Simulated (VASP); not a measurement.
## As in VASP: the effect of exact exchange

Crystal: As.

```
As
1.0
     2.70368    0.00000    0.00000
     0.00000    2.70368    0.00000
     0.00000    0.00000    2.70368
As
1
Direct
  0.50000 0.50000 0.50000
```

This isn't the form of As at room conditions, which is rhombohedral.

Alike in all runs:

| Quantity | Value |
| --- | --- |
| Program | VASP 6.6.1 |
| Task | single point |
| Functional | HSE(alpha, omega) |
| Potentials or basis | VASP PAW PBE potentials, release 64 (As) |
| Cutoff | 520 eV |
| k mesh | 5 × 5 × 5 |
| Occupations | fermi-dirac, width 0.05 eV |
| Spin | no spin polarisation |

```csv
exact exchange,pressure (GPa)
0.05,?
0.1,1.6
0.15,0.7
0.2,-0.2
0.25,-1.2
0.3,-2.2
0.4,-4.3
0.5,-6.3
```

Q: What does the run with exact exchange 0.05 give?

A: Pressure 2.4 GPa.

Worked out: A straight line through the other rows of the pressure, of slope -19.9 GPa per unit of exact exchange, extrapolates to 2.7 GPa, against the run's 2.4.

Caveats: all runs use coarse meshes; the PAW data sets were made with another functional, which shifts forces and pressure a little.
